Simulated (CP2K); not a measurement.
Write the native input for CP2K 2026.2 that does the following.

```yaml
Task: band structure
Functional: PBEsol
Potentials_or_basis: POTENTIAL_UZH Ti GTH-PBE-q12, O GTH-PBE-q6; TZVP-MOLOPT-PBE-GTH basis
Density_cutoff: 8163 eV
k_mesh: 10 × 10 × 8
Occupations: fermi-dirac, width 0.1 eV
Spin: no spin polarisation
SCF_solver: diagonalisation with k points
Quickstep_method: GPW
EPS_DEFAULT: 1.0E-9
EPS_SCF: 1.0E-6
MAX_SCF: 100
SCF_GUESS: ATOMIC
k_points_reduced_by_the_point_group: yes
Mesh_centred_on_Gamma: yes
CHOLESKY: OFF
EPS_EIGVAL: 1.0E-7
MIXING_METHOD: BROYDEN_MIXING
MIXING_ALPHA: 0.4
NBUFFER: 8
NGRIDS: 5
Basis_sets: Ti TZVP-MOLOPT-PBE-GTH-q12, O TZVP-MOLOPT-PBE-GTH-q6
Potentials: Ti GTH-PBE-q12 of POTENTIAL_UZH, O GTH-PBE-q6 of POTENTIAL_UZH
ADDED_MOS: "[13]"
Points_a_segment_of_the_path_NPOINTS: 6
Bands_added_on_the_path: 2
REL_CUTOFF_Ry: 60 Ry
MIXING_BETA_1/bohr: 1.5 1/bohr
CUTOFF_of_the_grids: 600 Ry
```

The system is TiO.

```
Ti O
1.0
     3.03100    0.00000    0.00000
    -1.51550    2.62492    0.00000
     0.00000    0.00000    3.23770
Ti O
1 1
Direct
  0.66667 0.33333 0.00000
  0.00000 0.00000 0.50000
```

The input as run:

tio_bands.inp

```
&GLOBAL
  PROJECT tio_bands
  RUN_TYPE ENERGY_FORCE
  PRINT_LEVEL LOW
&END GLOBAL
&FORCE_EVAL
  METHOD QS
  STRESS_TENSOR ANALYTICAL
  &DFT
    BASIS_SET_FILE_NAME BASIS_MOLOPT_UZH
    POTENTIAL_FILE_NAME POTENTIAL_UZH
    &MGRID
      CUTOFF 600
      REL_CUTOFF 60
      NGRIDS 5
    &END MGRID
    &QS
      METHOD GPW
      EPS_DEFAULT 1.0E-9
    &END QS
    &KPOINTS
      SCHEME MONKHORST-PACK 10 10 8
      GAMMA_CENTERED T
      SYMMETRY T
      SYMMETRY_BACKEND SPGLIB
    &END KPOINTS
    &SCF
      SCF_GUESS ATOMIC
      EPS_SCF 1.0E-6
      MAX_SCF 100
      ADDED_MOS 13
      CHOLESKY OFF
      EPS_EIGVAL 1.0E-7
      &DIAGONALIZATION ON
        ALGORITHM STANDARD
      &END DIAGONALIZATION
      &MIXING ON
        METHOD BROYDEN_MIXING
        ALPHA 0.4
        BETA 1.5
        NBUFFER 8
      &END MIXING
      &SMEAR ON
        METHOD FERMI_DIRAC
        ELECTRONIC_TEMPERATURE [K] 1160.452
      &END SMEAR
    &END SCF
    &XC
      &XC_FUNCTIONAL
        &GGA_X_PBE_SOL
        &END GGA_X_PBE_SOL
        &GGA_C_PBE_SOL
        &END GGA_C_PBE_SOL
      &END XC_FUNCTIONAL
    &END XC
    &PRINT
      &KPOINTS ON
      &END KPOINTS
      &MULLIKEN ON
      &END MULLIKEN
      &MO ON
        ENERGIES T
        OCCUPATION_NUMBERS T
        &EACH
          QS_SCF 0
        &END EACH
        ADD_LAST NUMERIC
      &END MO
      &LOWDIN ON
      &END LOWDIN
      &HIRSHFELD ON
        SHAPE_FUNCTION DENSITY
      &END HIRSHFELD
      &BAND_STRUCTURE
        FILE_NAME bands.bs
        ADDED_MOS 2
        &KPOINT_SET
          UNITS B_VECTOR
          NPOINTS 6
          SPECIAL_POINT GAMMA 0.00000000 0.00000000 0.00000000
          SPECIAL_POINT M 0.50000000 0.00000000 0.00000000
          SPECIAL_POINT K 0.33333333 0.33333333 0.00000000
          SPECIAL_POINT GAMMA 0.00000000 0.00000000 0.00000000
          SPECIAL_POINT A 0.00000000 0.00000000 0.50000000
          SPECIAL_POINT L 0.50000000 0.00000000 0.50000000
          SPECIAL_POINT H 0.33333333 0.33333333 0.50000000
          SPECIAL_POINT A 0.00000000 0.00000000 0.50000000
        &END KPOINT_SET
        &KPOINT_SET
          UNITS B_VECTOR
          NPOINTS 6
          SPECIAL_POINT L 0.50000000 0.00000000 0.50000000
          SPECIAL_POINT M 0.50000000 0.00000000 0.00000000
        &END KPOINT_SET
        &KPOINT_SET
          UNITS B_VECTOR
          NPOINTS 6
          SPECIAL_POINT K 0.33333333 0.33333333 0.00000000
          SPECIAL_POINT H 0.33333333 0.33333333 0.50000000
        &END KPOINT_SET
      &END BAND_STRUCTURE
    &END PRINT
  &END DFT
  &SUBSYS
    &CELL
      A 3.0310000000 0.0000000000 0.0000000000
      B -1.5155000000 2.6249229989 0.0000000000
      C 0.0000000000 0.0000000000 3.2377000000
      PERIODIC XYZ
    &END CELL
    &COORD
      SCALED
      Ti  0.6666666667 0.3333333333 0.0000000000
      O   0.0000000000 0.0000000000 0.5000000000
    &END COORD
    &KIND Ti
      BASIS_SET TZVP-MOLOPT-PBE-GTH-q12
      POTENTIAL GTH-PBE-q12
    &END KIND
    &KIND O
      BASIS_SET TZVP-MOLOPT-PBE-GTH-q6
      POTENTIAL GTH-PBE-q6
    &END KIND
    &PRINT
      &ATOMIC_COORDINATES ON
      &END ATOMIC_COORDINATES
      &CELL ON
      &END CELL
    &END PRINT
  &END SUBSYS
  &PRINT
    &FORCES ON
    &END FORCES
    &STRESS_TENSOR ON
    &END STRESS_TENSOR
  &END PRINT
&END FORCE_EVAL
```

Potentials or basis: POTENTIAL_UZH Ti GTH-PBE-q12, O GTH-PBE-q6; TZVP-MOLOPT-PBE-GTH basis.

Launch:

```sh
$ OMP_NUM_THREADS=1 cp2k.psmp -i tio_bands.inp -o tio_bands.out
```

Results of the run:

```json
{
  "Pressure": "-39.7 GPa",
  "Largest force": "0.023 eV/Å",
  "Band gap on the k mesh": "none (metal or under the smearing width)",
  "Mulliken charges": "Ti +0.96; O -0.96 e",
  "Hirshfeld charges": "Ti +0.22; O -0.22 e"
}
```

Caveat: Mulliken charges move with the basis; a pressure of tens of GPa on the cell as given is suspect, and the run, the potentials or the cell itself is likely at fault; the potentials were made for another functional, which shifts forces and pressure; the basis of atomic orbitals isn't converged, which shifts pressures, moduli and gaps; semilocal functionals often make such compounds metallic where correlation or magnetic order opens a gap, which also shifts bond lengths.

Run time: 55 s on 1 thread of Arm Neoverse V2 (shared host), peak memory 0.31 GiB.
